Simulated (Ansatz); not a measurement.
A run of Ansatz 0.2.0 is set up as follows.

Contents of input.yaml:

```yaml
crystal:
  lattice:
    - [0.0, 3.15085, 3.15085]
    - [3.15085, 0.0, 3.15085]
    - [3.15085, 3.15085, 0.0]
  atoms:
    - { symbol: Te, position: [0.5, 0.5, 0.5] }
    - { symbol: Sn, position: [0.0, 0.0, 0.0] }
hamiltonian:
  xc: pbe
  pseudopotentials: { kind: nc }
kpoints:
  mp_grid: { grid: [7, 7, 7] }
  band_path:
    path:
      - [[0.0, 0.0, 0.0], [0.5, 0.0, 0.5], [0.5, 0.25, 0.75], [0.375, 0.375, 0.75], [0.0, 0.0, 0.0], [0.5, 0.5, 0.5], [0.625, 0.25, 0.625], [0.5, 0.25, 0.75], [0.5, 0.5, 0.5], [0.375, 0.375, 0.75]]
      - [[0.625, 0.25, 0.625], [0.5, 0.0, 0.5]]
    npoints: 14
scf:
  occupations: { method: fermi_dirac, width: 0.05 }
  n_extra_bands: 6
output:
  forces: true
  stress: true
  eigenvalues: true
  fatbands: false
```

Potentials or basis: Ansatz NC.

Launch:

```sh
$ ansatz run input.yaml --threads 2 --pin off --max-ram 5120MiB --backend cpu --events-out ev --progress --plain --runs-dir out
```

Task: What does it give for the pressure?

Result: 2.2 GPa.

Task: What does it give for the band gap along the path?

Result: 0.07 eV, indirect (least direct gap 0.10 eV).

Levels at the corners of the path, in eV from the Fermi level:
```
point  band 11  band 12  band 13  band 14  band 15  band 16  band 17  band 18  band 19  band 20
    Γ   -12.89    -4.76    -2.22    -2.22    -2.22     3.28     3.28     3.28     4.70     4.70
    X   -11.31    -6.54    -5.65    -3.82    -3.82     2.10     4.85     4.85     6.31     9.07
    W   -11.22    -7.44    -4.91    -4.91    -0.90     0.78     4.55     4.55     6.00     6.00
    K   -11.27    -7.50    -5.26    -3.33    -2.79     2.95     3.01     4.13     5.49     8.02
    Γ   -12.89    -4.76    -2.22    -2.22    -2.22     3.28     3.28     3.28     4.70     4.70
    L   -11.61    -8.41    -1.89    -1.89    -0.06     0.03     0.30     0.30     7.70     8.75
    U   -11.27    -7.50    -5.26    -3.33    -2.79     2.95     3.01     4.13     5.49     8.02
    W   -11.22    -7.44    -4.91    -4.91    -0.90     0.78     4.55     4.55     6.00     6.00
    L   -11.61    -8.41    -1.89    -1.89    -0.06     0.03     0.30     0.30     7.70     8.75
    K   -11.27    -7.50    -5.26    -3.33    -2.79     2.95     3.01     4.13     5.49     8.02
    U   -11.27    -7.50    -5.26    -3.33    -2.79     2.95     3.01     4.13     5.49     8.02
    X   -11.31    -6.54    -5.65    -3.82    -3.82     2.10     4.85     4.85     6.31     9.07
```

Caveat: this odd mesh misses L, where the gap lies, so gap, dielectric constants and Born charges aren't listed; spin-orbit coupling is left out, which moves the levels of the heavy elements.

**The experiment to reproduce.**

A printed reference work, textbook reports, for a bulk crystal of SnTe at 300 K: band gap 0.18 eV (direct).

Measured gap of SnTe: 0.18 eV (direct; 300 K; a printed reference work, textbook). This calculation gives 0.07 eV (-0.11 eV). Spin-orbit coupling on Sn, Te is left out. The value is that of PBE, without temperature or zero-point motion. Semilocal functionals fall short of measured gaps as a rule.
